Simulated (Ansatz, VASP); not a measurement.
# GaP in two plane-wave programs, part 2 of 2

One calculation is typed for both programs; each brings its own data sets. How far apart do they land? The cell is taken from a series of runs on this material, whose earlier steps may have relaxed, scaled, displaced or heated it; both programs get it as it stands.

VASP 6.6.1 and Ansatz 0.2.0.

So far: The starting structure; VASP: zone-centre phonons, LDA, pair 1.

## (3) Ansatz: zone-centre phonons, LDA, pair 1

Level of this step: Ansatz beside VASP: Kohn-Sham DFT, plane waves, LDA (Ansatz).

Ansatz runs on its PAW soft_1 files.

The same cell, functional (in two slightly different forms) and mesh now go to Ansatz, which takes its cutoff from its data sets.

The input, input.yaml:

```yaml
crystal:
  lattice:
    - [-0.0772726454, 2.6993042375, 2.6993042375]
    - [2.6993042375, -0.0772726454, 2.6993042375]
    - [2.6993042375, 2.6993042375, -0.0772726454]
  atoms:
    - { symbol: P, position: [0.7480999998, 0.7480999998, 0.7480999998] }
    - { symbol: Ga, position: [0.0019000002, 0.0019000002, 0.0019000002] }
kpoints:
  mp_grid: { grid: [12, 12, 12] }
hamiltonian:
  xc: lda
  pseudopotentials: { kind: paw, azcp: { folder: soft_1 }, xc_functional: pbe }
scf:
  occupations: { method: fixed }
output:
  eigenvalues: true
phonons:
  method: dfpt
  dielectric: true
  rigid_motions: translations
```

The run is started by

```console
$ ansatz run input.yaml --threads 4 --pin off --max-ram 10240MiB --backend cpu --events-out ev --progress --plain --runs-dir out
```

Numbers of over 12 decimals in the logs are rounded to 6 here.

The program printed:

```text
Engine: ansatz 0.2.0, x86_64-unknown-linux-gnu
Pseudopotentials: kind: paw
Pseudopotential: P, paw, valence charge 5, recommended cutoff 420 eV (normal), soft_1/P.paw.azcp
Pseudopotential: Ga, paw, valence charge 13, recommended cutoff 420 eV (normal), soft_1/Ga.paw.azcp
Functional definition: SPW92
  exchange = slater_x
  correlation = pw_c
Crystal: 2 atoms, lattice volume = 41.024 Å³
Basis set: ecut = 420 eV, 827 PW (Γ), exchange–correlation on 54×54×54 points (8 copies of the dense FFT grid, shifted against one another)
Bands: 13, of which v1, the nominal top of the filled ones, is band 9 counted from 1 (8 counted from 0)
Symmetry: 6 space group operations
k-points: 476 of 1728 (irreducible under 2 space group operations, time reversal used)
Non-local potential: P, projectors of the file, l = 0: 2, l = 1: 2, l = 2: 1
Non-local potential: Ga, projectors of the file, l = 0: 2, l = 1: 2, l = 2: 3, l = 3: 1
PAW form: soft (Blöchl's): semilocal exchange-correlation on the pseudo side does not see the compensation charge
PAW frozen core: P, regenerated for the run's functional, and the local potential with it (the file was generated under x = pbe(κ = 0.804, μ = 0.219515), c = pbe(β = 0.066725))
PAW frozen core: Ga, regenerated for the run's functional, and the local potential with it (the file was generated under x = pbe(κ = 0.804, μ = 0.219515), c = pbe(β = 0.066725))
PAW one-centre angular grid: P, 110 points (default); XC on 64 Gauss nodes
PAW one-centre angular grid: Ga, 590 points (default); XC on 64 Gauss nodes
Initial density: superposition of atomic densities (chi_scale 0.1, normalization cell, long waves kept (reshape's long-wave potential 0.00 eV rms))
Initial wavefunctions: pseudopotential atomic-orbital guess
Functional: x = slater, c = lda
SCF iter   1: F=—  HF=-4433.911990 eV  |F-HF|=—  |Δ(HF+E_count)|=         —  Δρ=4.30e-2  dr2=6.30e-1  ethr=3.10e-3  ⟨swp⟩=5.0  Hψ=33377  notcnv=0  defer=928
preconditioner: auto → none  [insulator: Δε(μ)=1.252 eV  Ē_g=15.311 eV  n_scr=14 (ndim 8)  ℏωp=24.6 eV  f_vac=0.000  ε∞_Penn≈3.6]
SCF iter   2: F=—  HF=-4433.747998 eV  |F-HF|=—  |Δ(HF+E_count)|=   1.64e-1  Δρ=1.96e-2  dr2=8.91e-2  ethr=3.10e-3  ⟨swp⟩=2.1  Hψ=11275  notcnv=0  defer=890
SCF iter   3: F=—  HF=-4433.734494 eV  |F-HF|=—  |Δ(HF+E_count)|=   1.35e-2  Δρ=5.13e-3  dr2=1.13e-2  ethr=4.95e-4  ⟨swp⟩=3.0  Hψ=11422  notcnv=0  defer=935
SCF iter   4: F=—  HF=-4433.730261 eV  |F-HF|=—  |Δ(HF+E_count)|=   4.23e-3  Δρ=2.14e-3  dr2=6.79e-4  ethr=6.28e-5  ⟨swp⟩=2.9  Hψ=12074  notcnv=0  defer=945
SCF iter   5: F=—  HF=-4433.729960 eV  |F-HF|=—  |Δ(HF+E_count)|=   3.01e-4  Δρ=4.78e-4  dr2=3.68e-5  ethr=3.77e-6  ⟨swp⟩=2.0  Hψ=11431  notcnv=0  defer=945
SCF iter   6: F=—  HF=-4433.729960 eV  |F-HF|=—  |Δ(HF+E_count)|=   7.87e-7  Δρ=4.18e-5  dr2=4.48e-7  ethr=2.05e-7  ⟨swp⟩=2.3  Hψ=7635  notcnv=0  defer=634
SCF iter   7: F=—  HF=-4433.729959 eV  |F-HF|=—  |Δ(HF+E_count)|=   2.51e-7  Δρ=6.43e-6  dr2=1.61e-8  ethr=2.49e-9  ⟨swp⟩=3.0  Hψ=12029  notcnv=0  defer=419
SCF iter   8: F=—  HF=-4433.729959 eV  |F-HF|=—  |Δ(HF+E_count)|=   6.33e-9  Δρ=1.38e-6  dr2=4.23e-10  ethr=8.97e-11  ⟨swp⟩=3.0  Hψ=10490  notcnv=0  defer=420
SCF iter   9: F=-4433.729959 eV  HF=-4433.729959 eV  |F-HF|=0.00e0  |Δ(HF+E_count)|=  8.55e-11  Δρ=1.37e-7  dr2=2.79e-12  ethr=1.00e-12  ⟨swp⟩=9.1  Hψ=43975  notcnv=0
SCF 1 converged in 9 iterations: F = -4433.729959 eV  dr2 = 2.79e-12
  greatest PAW one-centre occupation: 0.995 electrons in one spin orbital (limit 2), on the Ga atom at site 1 (counted from 0), in its partial waves of l = 2
NSCF: frozen V_eff on 5 k-points
DFPT response loops at Γ: preconditioner auto → none (the input reference at scf.mixing.eps_inf says where Resta's filter doesn't serve); β = 0.50; Broyden in place of MSR1
── the response to a field inside a basis, on 14×14×14 k-points: an SCF that follows is theirs, and a resumed run solves both again ──
Bands: 10, of which v1, the nominal top of the filled ones, is band 9 counted from 1 (8 counted from 0)
k-points: 280
Initial density: handed on by an earlier stage of this run
Initial wavefunctions: pseudopotential atomic-orbital guess (no wavefunctions were taken with the density)
Eigensolver: Dense (280 Hₖ)
SCF iter   1: F=—  HF=-4433.729197 eV  |F-HF|=—  |Δ(HF+E_count)|=         —  Δρ=1.24e-4  dr2=2.39e-6  ethr=1.00e-1
preconditioner: auto → none  [insulator: Δε(μ)=0.947 eV  Ē_g=13.063 eV  n_scr=14 (ndim 8)  ℏωp=24.6 eV  f_vac=0.005  ε∞_Penn≈4.5]
SCF iter   2: F=—  HF=-4433.729196 eV  |F-HF|=—  |Δ(HF+E_count)|=   8.32e-7  Δρ=9.27e-5  dr2=1.43e-6  ethr=1.33e-8
SCF iter   3: F=—  HF=-4433.729197 eV  |F-HF|=—  |Δ(HF+E_count)|=   2.12e-7  Δρ=2.28e-5  dr2=1.93e-7  ethr=7.95e-9
SCF iter   4: F=-4433.729196 eV  HF=-4433.729196 eV  |F-HF|=3.52e-9  |Δ(HF+E_count)|=   2.61e-7  Δρ=3.33e-6  dr2=4.03e-9  ethr=1.07e-9
SCF 1 converged in 4 iterations: F = -4433.729196 eV  dr2 = 4.03e-9
  greatest PAW one-centre occupation: 0.994 electrons in one spin orbital (limit 2), on the Ga atom at site 1 (counted from 0), in its partial waves of l = 2
DFPT response loops at Γ: mixed as the last ones told, above
WARN: field response: ε∞ stands inside a basis, on 14×14×14 points; the force constants stand on the 12×12×12 k-mesh, whose period is 11.98 times the interband length at k = (0.0000, 0.0000, 0.0000), direct gap 1.251 eV, under 14: take them and everything formed from them as unconverged, and compare with a denser kpoints.mp_grid
SCF converged after 9 iterations
Free energy (F): -4433.729959 eV
Harris-Foulkes:  -4433.729959 eV  (|F-HF|=0.00e0)
Internal energy: -4433.729959 eV  (E = F + TS)
E sigma→0 (E₀):  -4433.729959 eV
Fermi energy:    6.839380 eV
--- Per-component energies (eV) ---
  E_band       = -67.055651
  E_kinetic    = 180.595917
  E_local      = -1689.529858  (includes V_loc(G=0)·N_el)
  E_nonlocal   = -57.563461
  E_hartree    = 1017.873609
  E_xc         = -135.175583
  E_vxc        = -117.605770  (∫ρ·V_xc dr)
  E_paw        = -2444.980098  (= ΣΔE_a)
  E_vpaw       = -418.699531  (= ΣTr[D̂ρ^β])
  E_aug_tail   = -0.000210  (compensation charges beyond the density's cutoff)
  E_ewald      = -1306.796109
  E_core_change = 1.845833  (= ΣΔE_core)
  E_smearing   = -0.000000  (= −TS)
  E_closure    = 0.000000  (closes the sum)
  Σ components = -4433.729959   (vs F -4433.729959, Δ=0.00e0)
--- Band table (eV; the first three rows and the last of 476) ---
  k-point 0: bands = [... 5 lower, -5.7571, 6.5675, 6.5675, 6.8394, 8.0902, 10.2948, 10.2948, 10.8718]
  k-point 1: bands = [... 5 lower, -5.6702, 5.6294, 6.4670, 6.7078, 8.6798, 10.4612, 10.5119, 10.9893]
  k-point 2: bands = [... 5 lower, -5.4154, 4.1439, 6.2294, 6.4450, 8.9004, 10.8451, 11.1313, 11.5640]
  k-point 475: bands = [... 5 lower, -3.5230, 0.0983, 5.3527, 5.3527, 7.7103, 11.0835, 11.0835, 14.4584]
--- Phonons (Γ-DFPT): 2 representative perturbations + reference, on 476 of 1728 k-points (Σ response iterations 6) ---
  k mesh reduced under 2 symmetry operations, with k and −k counted as one. Each operation leaves every solved perturbation unchanged. A smaller set is not considered because the run solves the response to a homogeneous field
  ASR residual: 5.119e-5 → 0.000e0 eV/Å²; symmetrization residual: 4.814e-7 eV/Å²
  ASR residual per site (eV/Å²): 2.68e-5 5.12e-5
  Γ frequencies (cm⁻¹): 0.00 0.00 0.00 337.79 337.79 356.45
  ε∞ (high-frequency dielectric tensor):
       11.145172    -0.244732    -0.244732
       -0.244732    11.145172    -0.244732
       -0.244732    -0.244732    11.145172
  ε⁰ (static dielectric tensor: ions relaxed, cell fixed):
       13.305091    -0.433306    -0.433306
       -0.433306    13.305091    -0.433306
       -0.433306    -0.433306    13.305091
  ε⁰ − ε∞ (ionic part):
        2.159919    -0.188574    -0.188574
       -0.188574     2.159919    -0.188574
       -0.188574    -0.188574     2.159919
  softest optical mode at Γ: 337.79 cm⁻¹; the repairs (sum rule, projections) moved no ω² at Γ by more than (0.56 cm⁻¹)²
  Born effective charges Z* (e; rows j = field, columns β = displacement):
    site 0:
        -2.13012    0.05882    0.05882
         0.05882   -2.13012    0.05882
         0.05882    0.05882   -2.13012
    site 1:
         2.13012   -0.05882   -0.05882
        -0.05882    2.13012   -0.05882
        -0.05882   -0.05882    2.13012
  Z* charge neutrality: 3.320e-4 e pre-enforcement
  solved inside a basis spanned on kpoints, on 14×14×14 k-points transformed towards the longest dipole: ε∞ is read to err by 3.4e-2, Z* by 1.4e-2 e (field_mesh: kpoints solves on kpoints); Z* is corrected for what the basis lacks
  optical modes at Γ without the LO–TO term, one row a degenerate level:
      ω (cm⁻¹)  modes    IR ((D/Å)²/amu)
        337.79      2            10.3087
        356.45      1             4.3569
  optical modes at Γ + LO–TO along q̂ = [1.0000, 0.0000, 0.0000]:
      ω (cm⁻¹)  modes    IR ((D/Å)²/amu)
        337.79      1             5.1544
        348.42      1             4.8253
        377.58      1             4.6860
  optical modes at Γ + LO–TO along q̂ = [0.0000, 1.0000, 0.0000]:
      ω (cm⁻¹)  modes    IR ((D/Å)²/amu)
        337.79      1             5.1544
        348.42      1             4.8253
        377.58      1             4.6860
  optical modes at Γ + LO–TO along q̂ = [0.0000, 0.0000, 1.0000]:
      ω (cm⁻¹)  modes    IR ((D/Å)²/amu)
        337.79      1             5.1544
        348.42      1             4.8253
        377.58      1             4.6860
```

## (4) Differences

Known differences besides the potentials themselves: the two LDA forms differ slightly; fixed occupations in Ansatz, narrow Gaussian smearing in VASP; VASP's response is taken on the typed mesh, Ansatz refines its own for the field response alone; the cutoff is 420 eV in Ansatz and 500 eV in VASP; VASP's log shows a relativistic correction to its local exchange, Ansatz's none. Total energies have different zeros and are not compared.

Both answers:

```tsv
quantity	Ansatz	VASP	difference
ε∞ xx	11.15	11.25	-0.93 %
ε∞ yy	11.15	11.25	-0.93 %
ε∞ zz	11.15	11.25	-0.93 %
Born charge of P1 (mean of the diagonal) (e)	-2.13	-2.15	+0.02
Born charge of Ga2 (mean of the diagonal) (e)	2.13	2.15	-0.02
optical mode 1 to 2 (cm⁻¹)	337.8	338.0	-0.06 %
optical mode 3 (cm⁻¹)	356.4	356.4	+0.02 %
```

Modes are paired by rising frequency, not by their patterns, so a pair may set unlike modes beside each other; they are those without the splitting of longitudinal modes.

## (5) VASP: zone-centre phonons, LDA, pair 2

Second derivatives magnify differences that forces hide, and they need a tight electronic threshold. The cell compared in this pair holds 41.66 Å³, against 41.02 Å³ for the pair before.

The input, INCAR:

```
SYSTEM = GaP
PREC = Accurate
ENCUT = 500
EDIFF = 1E-08
NELM = 120
ISMEAR = 0
SIGMA = 0.01
LREAL = .FALSE.
ALGO = Normal
GGA = CA
NBANDS = 15
LORBIT = 11
LWAVE = .FALSE.
LCHARG = .FALSE.
ISIF = 2
IBRION = 8
LEPSILON = .TRUE.
LASPH = .TRUE.
GGA_COMPAT = .FALSE.
EFERMI = MIDGAP
KPAR = 2
```

The input, POSCAR:

```
GaP
1.0
   -0.1023521338      2.7011818062      2.7011818062
    2.7011818062     -0.1023521338      2.7011818062
    2.7011818062      2.7011818062     -0.1023521338
P Ga
1 1
Direct
    0.7475510318      0.7475510318      0.7475510318
    0.0024489682      0.0024489682      0.0024489682
```

The input, KPOINTS:

```
Automatic mesh
0
Gamma
12 12 12
0 0 0
```

PAW data sets: P and Ga_d (LDA family, release 64).

The run is started by

```console
$ mpirun -np 2 vasp_std
```

The program printed:

```text
[... set-up lines as in an earlier step ...]
 entering main loop
       N       E                     dE             d eps       ncg     rms          rms(c)
DAV:   1     0.785001153008E+02    0.78500E+02   -0.89723E+03  5806   0.167E+03
DAV:   2    -0.447196129889E+01   -0.82972E+02   -0.79344E+02  6475   0.311E+02
DAV:   3    -0.105866936096E+02   -0.61147E+01   -0.60925E+01  7021   0.682E+01
DAV:   4    -0.106904317967E+02   -0.10374E+00   -0.10370E+00  7246   0.965E+00
[...]
DAV:  12    -0.103807655990E+02    0.16307E-06   -0.96566E-07  6790   0.812E-03    0.349E-03
DAV:  13    -0.103807656236E+02   -0.24630E-07   -0.11317E-07  7448   0.274E-03    0.431E-04
DAV:  14    -0.103807656242E+02   -0.61345E-09   -0.15304E-08  5145   0.166E-03
   1 F= -.10380766E+02 E0= -.10380766E+02  d E =0.000000E+00
 Linear response reoptimize wavefunctions to high precision
DAV:   1    -0.103807656241E+02    0.71395E-10   -0.35457E-09  6938   0.844E-04
DAV:   2    -0.103807656242E+02   -0.34106E-10   -0.25092E-10  3857   0.129E-04
 Linear response G [H, r] |phi>, progress :
  Direction:   1
[...]
RMM:  12    -0.475113417090E-01   -0.34269E-08    0.88168E-11 28450   0.258E-05    0.153E-06
 first order change of Fermi-energy  -0.37567E+00
 force on displaced ion       1 direction 1 :  -8.967  -0.470  -0.470
 Born effective charge ion    1 direction 1 :  -2.190   0.082   0.082
 Linear response progress:
  Degree of freedom:   2/  2
       N       E                     dE             d eps       ncg     rms          rms(c)
RMM:   1    -0.166802621224E+00   -0.16680E+00    0.10230E-01 17919   0.850E+00
RMM:   2    -0.164949579586E+00    0.18530E-02   -0.25293E-02 27655   0.142E+00    0.525E-02
RMM:   3    -0.165347468158E+00   -0.39789E-03   -0.37998E-03 29021   0.428E-01    0.383E-02
RMM:   4    -0.165203391133E+00    0.14408E-03   -0.16594E-03 30672   0.181E-01    0.156E-02
[...]
RMM:  13    -0.165172528803E+00   -0.88151E-08    0.14223E-07 29996   0.558E-05    0.103E-06
RMM:  14    -0.165172524294E+00    0.45095E-08    0.12705E-07 29768   0.297E-05    0.304E-07
RMM:  15    -0.165172533338E+00   -0.90441E-08    0.27123E-08 22960   0.177E-05    0.375E-07
 first order change of Fermi-energy   0.37613E+00
 force on displaced ion       2 direction 1 :  -8.969  -0.473  -0.473
 Born effective charge ion    2 direction 1 :   2.174  -0.083  -0.083
 Born effective charges drift removed
 Linear response finished
```

Parts of OUTCAR (step 5):

```text
  Total       -1.2105631     -1.2105631     -1.2105631      0.6162219      0.6162219      0.6162219
  in kB      -46.5596369    -46.5596369    -46.5596369     23.7005970     23.7005970     23.7005970
  external PRESSURE =     -46.5596369 kB  Pullay stress =       0.0000000 kB

 POSITION                                       TOTAL-FORCE (eV/Angst)
 -----------------------------------------------------------------------------------
      3.96203      3.96203      3.96203        -0.000687     -0.000687     -0.000687
      0.01298      0.01298      0.01298         0.000687      0.000687      0.000687
 -----------------------------------------------------------------------------------
    total drift:                                0.000324      0.000324      0.000324

 MACROSCOPIC STATIC DIELECTRIC TENSOR (including local field effects in DFT)
 ------------------------------------------------------
          11.546416    -0.300007    -0.300007
          -0.300007    11.546416    -0.300007
          -0.300007    -0.300007    11.546416
 ------------------------------------------------------

 MACROSCOPIC STATIC DIELECTRIC TENSOR IONIC CONTRIBUTION
 ------------------------------------------------------
           2.342164    -0.279947    -0.279947
          -0.279947     2.342164    -0.279947
          -0.279947    -0.279947     2.342164
 ------------------------------------------------------

[... 1 part as in an earlier step ...]

[... 1 further part left out ...]
```

## (6) Ansatz: zone-centre phonons, LDA, pair 2

The same cell, functional (in two slightly different forms) and mesh now go to Ansatz, which takes its cutoff from its data sets.

The cell is taken from a series of runs on this material, whose earlier steps may have relaxed, scaled, displaced or heated it; both programs get it as it stands.

input.yaml, the sections that differ from step 3:

```yaml
crystal:
  lattice:
    - [-0.1023521338, 2.7011818062, 2.7011818062]
    - [2.7011818062, -0.1023521338, 2.7011818062]
    - [2.7011818062, 2.7011818062, -0.1023521338]
  atoms:
    - { symbol: P, position: [0.7475510318, 0.7475510318, 0.7475510318] }
    - { symbol: Ga, position: [0.0024489682, 0.0024489682, 0.0024489682] }
# kpoints, hamiltonian, scf, output, phonons: as in step 3
```

The run is started by

```console
$ ansatz run input.yaml --threads 4 --pin off --max-ram 10240MiB --backend cpu --events-out ev --progress --plain --runs-dir out
```

The program printed:

```text
[...]
Crystal: 2 atoms, lattice volume = 41.657 Å³
Basis set: ecut = 420 eV, 827 PW (Γ), exchange–correlation on 54×54×54 points (8 copies of the dense FFT grid, shifted against one another)
Bands: 13, of which v1, the nominal top of the filled ones, is band 9 counted from 1 (8 counted from 0)
Symmetry: 6 space group operations
k-points: 476 of 1728 (irreducible under 2 space group operations, time reversal used)
[...]
optical modes at Γ + LO–TO along q̂ = [1.0000, 0.0000, 0.0000]:
      ω (cm⁻¹)  modes    IR ((D/Å)²/amu)
[...]
optical modes at Γ + LO–TO along q̂ = [0.0000, 1.0000, 0.0000]:
      ω (cm⁻¹)  modes    IR ((D/Å)²/amu)
[...]
372.83      1             4.6475
  optical modes at Γ + LO–TO along q̂ = [0.0000, 0.0000, 1.0000]:
      ω (cm⁻¹)  modes    IR ((D/Å)²/amu)
        328.12      1             5.4097
        342.01      1             5.0628
        372.83      1             4.6475
[key lines of the parts left out:]
SCF converged after 9 iterations
Free energy (F): -4433.698388 eV
Fermi energy:    6.684741 eV
```

## (7) Side by side

Both answers:

```tsv
quantity	Ansatz	VASP	difference
ε∞ xx	11.40	11.55	-1.28 %
ε∞ yy	11.40	11.55	-1.28 %
ε∞ zz	11.40	11.55	-1.28 %
Born charge of P1 (mean of the diagonal) (e)	-2.16	-2.18	+0.02
Born charge of Ga2 (mean of the diagonal) (e)	2.16	2.18	-0.02
optical mode 1 to 2 (cm⁻¹)	328.1	328.2	-0.03 %
optical mode 3 (cm⁻¹)	354.5	354.5	+0.01 %
```

Modes are paired by rising frequency, not by their patterns, so a pair may set unlike modes beside each other; they are those without the splitting of longitudinal modes.

## (8) Results

```
r.m.s. difference of the optical zone-centre modes, each program's sorted by frequency (zone-centre phonons, LDA, pair 1) : 0.16 cm⁻¹
difference in ε∞ xx (zone-centre phonons, LDA, pair 1)                                                                    : -0.9 %
r.m.s. difference of the optical zone-centre modes, each program's sorted by frequency (zone-centre phonons, LDA, pair 2) : 0.086 cm⁻¹
difference in ε∞ xx (zone-centre phonons, LDA, pair 2)                                                                    : -1.3 %
```

What this shows: The r.m.s. difference of the optical zone-centre modes, each program's sorted by frequency is 0.16 cm⁻¹ (zone-centre phonons, LDA, pair 1). Among the rows given in per cent, the largest difference of the zone-centre phonons, LDA, pair 1 pair is in ε∞ xx, -0.9 %. Among the rows given in per cent, the largest difference of the zone-centre phonons, LDA, pair 2 pair is in ε∞ xx, -1.3 %. Such differences can come from data sets, numerical settings and the points named under the comparisons, not from the functional's error against experiment.

[Lines on the potential files, build, host, timing and source positions are cut from VASP's logs without a mark.]

[Logs are printed without paths, hosts, clocks, repeated set-up lines and the standing remarks that a program may print on its own settings, such as how far it seeks lower states.]

[Hosts, paths, dates, database ids (printed as entryN), source tags and the programs' standing remarks are cut or masked in the printed files.]
